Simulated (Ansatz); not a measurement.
Crystal: Cr.

```
CELL_PARAMETERS angstrom
1.14705 -2.46703 0.00000
1.14705 2.46703 0.00000
0.00000 0.00000 4.06431
ATOMIC_POSITIONS crystal
Cr 0.87053 0.12947 0.25000
Cr 0.12947 0.87053 0.75000
```

This isn't the form of Cr at room conditions, which is bcc.

The cell isn't the ideal one: the cell as VASP's run set it.

A run of Ansatz 0.2.0 on this cell left the log below. Logs are shortened: lines on timing, memory, paths and dates and some standing lists are left out, and cuts for length are marked.

```text
Warning: RAYON_NUM_THREADS=2 ignored (pool sized by the plan → 2); use --threads N
LAPW: plane waves up to 9.704 Å⁻¹, error target 1.0e-3 eV per atom; small_component_spin mean_spin; Cr in spheres of 1.147 Å, 14 of its electrons in bands, Dirac shells [] (how accurate: hamiltonian.pseudopotentials.lapw.basis_error, Limitations)
Engine: ansatz 0.2.0, aarch64-unknown-linux-gnu
Pseudopotentials: kind: all_electron
Pseudopotential: Cr, LAPW, valence charge 14, lapw/all_electron/scalar/gaussian/Cr, Koelling and Harmon's equation, gaussian nucleus
Functional definition: RPBE
  parameter kappa = 0.804
  parameter beta = 0.06672455060314922
  exchange = rpbe_x(kappa = kappa, mu = beta*pi^2/3)
  correlation = pbe_c(beta = beta)
Crystal: 2 atoms, lattice volume = 23.002 Å³
Basis set: ecut = 358.77813571768246 eV, 357 PW (Γ), FFT grids on a1+a2, a2, a3, exchange–correlation at level 2
Bands: 21, of which v1, the nominal top of the filled ones, is band 14 counted from 1 (13 counted from 0)
Symmetry: 8 space group operations
Space group: Cmcm (ITA 63), of the structure as read, at distance tolerance 2.8e-5 Å
Magnetic group: BNS 63.457 (UNI 555), of the structure as read, at distance tolerance 2.8e-5 Å
k-points: 196 of 1183
Non-local potential: Cr, projectors of the file, none
Initial density: superposition of atomic densities (chi_scale 0.1, normalization cell)
Starting moments: Σ|m| = 6 μB on 2 of 2 sites
Initial wavefunctions: plane waves of lowest kinetic energy (no species holds an atomic orbital)
Functional: x = rpbe, c = pbe(β = 0.06672455060314922)
iter 1 solved again at ethr=3.35e-3 eV; its pass at ethr=1.00e-1 eV (dr2=9.37e-1 eV) is discarded
SCF iter   1: F=—  HF=-57199.386375 eV  |F-HF|=—  |Δ(HF+E_count)|=         —  Δρ=1.46e-1 (↑1.46e-1 ↓1.06e-1)  dr2=9.39e-1  dr2_m=3.05e0  M=1.283 μB ∫|m|=1.284 μB  β_m=0.30  ethr=3.35e-3  ⟨swp⟩=2.0  Hψ=53231  notcnv=0
Mixer restart at iter 1: flushing history
preconditioner: auto → none  [metal: Δε(μ)=0.004 eV  Ē_g=6.511 eV  σ=0.020 eV  W_gap=0.12  n_scr=4 (ndim 8)  ℏωp=26.8 eV  f_vac=0.000  D(μ)=2.19/eV (n_scr^D=26)  sad-step TF]
[... 17 lines left out ...]
SCF converged after 14 iterations
Magnetization: -0.0000 μB (14.0000 up, 14.0000 down)
Absolute magnetization: 0.0000 μB (∫|ρ↑−ρ↓|)
Spin contamination: 0.0000 ħ² per cell (⟨S²⟩ above its minimum at these occupations)
Per-site moments (μB) at R_I (Å): [(-7.624915987491931e-8, 1.1470504879076076), (-7.624915987491931e-8, 1.1470504879076076)]
Free energy (F): -57199.883523 eV
Harris-Foulkes:  -57199.883523 eV  (|F-HF|=7.28e-11)
Internal energy: -57199.882827 eV  (E = F + TS)
E sigma→0 (E₀):  -57199.883175 eV
Entropy (-TS):   -0.000696 eV (-0.348 meV/atom)
Fermi energy:    20.155047 eV
--- Per-component energies (eV) ---
  E_band       = -267.074329
  E_kinetic    = 57871.559050
  E_xc         = -2666.154926
  E_electrostatic = -112405.286951  (all electrons and nuclei)
  E_smearing   = -0.000696  (= −TS)
  E_closure    = 0.000000  (closes the sum)
  E_atoms      = -57182.532674  (free atoms, spherical and without spin; not in F)
  Σ components = -57199.883523   (vs F -57199.883523, Δ=0.00e0)
  Basis errors (estimates in eV, not in F): energy 3.1e-4 per atom: plane waves 2.7e-4 (1.5e-4 summed), levels above the bands 0.0e0, relativity 2.4e-8, radial functions 3.7e-5, core shells 8.4e-7; eigenvalues (radial functions only) 4.0e-7; not estimated: angular momenta, meshes, grids; target (lapw.basis_error) 1.0e-3; muffin-tin radii Cr 1.147 Å
--- Forces (eV/Å), atoms counted from 1 ---
  atom   1  Cr     0.00000000     0.20402017     0.00000000
  atom   2  Cr     0.00000000    -0.20402017     0.00000000
  max |Σ_I F_I| component: 2.78e-17 eV/Å
--- Stress (GPa, compression-positive) ---
       13.164079       0.000000       0.000000
        0.000000       9.132609       0.000000
        0.000000       0.000000      15.386673
  P = ⅓ Tr σ = 12.5611 GPa (125.611 kbar)
--- Band table (eV; the first three rows and the last of 392) ---
  k-point 0 ↑: bands = ["-51.7702", "-51.5594", "-23.3609", "-22.8056", "-22.5567", "-22.4000", "-22.3013", "-22.2900", "12.3003", "15.8036", "17.9877", "18.2092", "19.2867", "20.3498", "21.1061", "21.1990", "21.2351", "21.8890", "22.0410", "22.7374", "29.9586"]
  k-point 1 ↑: bands = ["-51.7599", "-51.5700", "-23.3159", "-22.7956", "-22.5682", "-22.4473", "-22.3007", "-22.2905", "12.5206", "15.7979", "17.9876", "18.2015", "19.4547", "20.1737", "20.5611", "21.0647", "21.1090", "22.0466", "22.1720", "22.5361", "30.8210"]
  k-point 2 ↑: bands = ["-51.7310", "-51.5996", "-23.1896", "-22.7723", "-22.6000", "-22.5737", "-22.2991", "-22.2920", "13.1500", "15.6442", "18.0455", "18.1868", "19.4858", "19.7175", "19.9597", "20.8642", "20.9010", "22.0059", "22.3048", "22.3861", "32.8686"]
  k-point 195 ↓: bands = ["-51.6137", "-51.6045", "-23.3209", "-23.3090", "-22.6129", "-22.5868", "-22.3600", "-22.3279", "15.7701", "15.8798", "17.2855", "17.5986", "20.1034", "20.2138", "21.4796", "21.9480", "22.4443", "22.5589", "22.5631", "22.9529", "29.2517"]
```

**Question.** What input gives this log?

**Answer.** Single point with RPBE, collinear spin, ferromagnetic start. The files as run (others can give the same):

input.yaml
```yaml
crystal:
  lattice:
    - [1.147050505, -2.46702512, 0.0]
    - [1.147050505, 2.46702512, 0.0]
    - [0.0, 0.0, 4.06431074]
  atoms:
    - { symbol: Cr, position: [0.87053258, 0.12946742, 0.25], spin: 3.0 }
    - { symbol: Cr, position: [0.12946742, 0.87053258, 0.75], spin: 3.0 }
kpoints:
  mp_grid: { grid: [13, 13, 7] }
scf:
  occupations: { method: gaussian, width: 0.02 }
hamiltonian:
  xc: rpbe
  pseudopotentials: { kind: all_electron, lapw: { basis_error: 0.001 } }
magnetization:
  spin_polarized: true
output:
  forces: true
  stress: true
  eigenvalues: true
```

Potentials or basis: all-electron LAPW, scalar-relativistic.
Run with:
```console
$ ansatz run input.yaml --threads 2 --pin off --max-ram 6144MiB --backend cpu --events-out ev --progress --plain --runs-dir out
```

Caveat: the starting moments collapsed, and a magnetic state may lie lower; the starting moments weren't kept.
